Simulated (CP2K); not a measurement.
The system is LiF.

```
F Li
1.0
     2.55953    0.00000    0.00000
     0.00000    2.55953    0.00000
     0.00000    0.00000    2.55953
F Li
1 1
Cartesian
  1.2798 1.2798 1.2798
  0.0000 0.0000 0.0000
```

Measurements of this composition are mostly on another form, of space group No. 225.

Program: CP2K 2026.2. Alike in all runs: no spin polarisation; cell as given; k mesh 10 × 10 × 10.

Problem. Order these runs on this cell by their pressure, lowest first.
A. level RPBE; potentials or basis POTENTIAL_UZH F GTH-PBE-q7, Li GTH-PBE-q3; TZVP-MOLOPT-PBE-GTH basis; smearing gaussian 0.1 eV; NGRIDS 5
B. level PBE; potentials or basis POTENTIAL_UZH F GTH-PBE-q7, Li GTH-PBE-q3; TZVP-MOLOPT-PBE-GTH basis; smearing gaussian 0.05 eV; NGRIDS 4
C. level LDA; potentials or basis GTH_POTENTIALS F GTH-PADE-q7, Li GTH-PADE-q3; TZVP-MOLOPT-PBE-GTH basis; smearing gaussian 0.05 eV; NGRIDS 5
D. level RPBE+D3(BJ); potentials or basis POTENTIAL_UZH F GTH-PBE-q7, Li GTH-PBE-q3; TZVP-MOLOPT-PBE-GTH basis; smearing gaussian 0.1 eV; NGRIDS 5; D3 from the s-dftd3 library (D3_REFERENCE_CODE) yes; points a segment of the path (NPOINTS) 10; bands added on the path 2; cutoff radius of the dispersion sum (A) 20

Solution. D (-10.4 GPa), C (-7.3 GPa), B (0.4 GPa), A (4.1 GPa).

Caveats: the basis of atomic orbitals isn't converged, which shifts pressures, moduli and gaps; the potentials were made for another functional, which shifts forces and pressure (some runs).
